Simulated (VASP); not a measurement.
Input of a VASP 6.6.1 run:

Contents of INCAR:

```
PREC = Accurate ; ENCUT = 600
EDIFF = 1E-7 ; ISMEAR = 0
SIGMA = 0.03 ; LREAL = F
LASPH = T ; NELM = 80
ALGO = Normal ; ISIF = 2
LWAVE = F ; LCHARG = F
GGA = PS ; IBRION = 2
NSW = 40 ; EDIFFG = -0.01
```

The input KPOINTS:

```
Automatic mesh
0
Gamma
  8 8 8
```

POSCAR

```
PbS                                     
1.0
    0.0000000000      3.0096409900      3.0096409900
    3.0096409900      0.0000000000      3.0096409900
    3.0096409900      3.0096409900      0.0000000000
  Pb              S             
     1     1
Direct
     0.0000000000000000    0.0000000000000000    0.0000000000000000
     0.5000000000000000    0.5000000000000000    0.5000000000000000
```

Potentials or basis: VASP PAW PBE potentials, release 64 (Pb_d, S).

The run is started by

```bash
$ cat potpaw_PBE.64/Pb_d/POTCAR potpaw_PBE.64/S/POTCAR > POTCAR
$ mpirun -np 1 vasp_std > vasp.out
```

Task: What does it give for the band gap on the k mesh?

Result: 0.41 eV, direct.

Final structure:
```yaml
crystal:
  lattice:
    - [0.00000, 3.00964, 3.00964]
    - [3.00964, 0.00000, 3.00964]
    - [3.00964, 3.00964, 0.00000]
  atoms:
    - { symbol: Pb, position: [0.00000, 0.00000, 0.00000] }
    - { symbol: S, position: [0.50000, 0.50000, 0.50000] }
```

Caveat: the relaxation stopped at its first step, so nothing moved; spin-orbit coupling is left out, which as a rule narrows the gap of such compounds by several tenths of an eV. A k mesh can miss the band edges.
